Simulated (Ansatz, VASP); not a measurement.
# PbSe in VASP and in Ansatz

```
Pb Se
1.0
     0.00000    3.05127    3.05127
     3.05127    0.00000    3.05127
     3.05127    3.05127    0.00000
Pb Se
1 1
Direct
  0.00000 0.00000 0.00000
  0.50000 0.50000 0.50000
```

Alike in both runs: task single point; functional PBEsol; k mesh 8 × 8 × 8; occupations gaussian, width 0.01 eV; no spin polarisation.

|  | VASP | Ansatz |
| --- | --- | --- |
| version | VASP 6.6.1 | Ansatz 0.2.0 |
| potentials or method | VASP PAW PBE potentials, release 64 (Pb_d, Se) | scalar-relativistic, plane waves, PAW |
| plane-wave cutoff (eV) | 520 | 420 |
| valence electrons in the cell | 20 | 30 |

Ansatz gave:

```
gap on the k mesh at the Fermi level (eV) : 0.18
least direct gap on the mesh (eV)         : 0.18
```

Q: Estimate VASP's values.

A: gap on the k mesh at the Fermi level (eV): 0.17; least direct gap on the mesh (eV): 0.17.

With one functional, cell and mesh, what is left measures potentials, basis and numerics. The two sets of potentials don't hold the same shells in valence. Ansatz warned: «pseudo_functional_mismatch».

Caveats: spin-orbit coupling is left out, which as a rule narrows the gap of such compounds by several tenths of an eV.
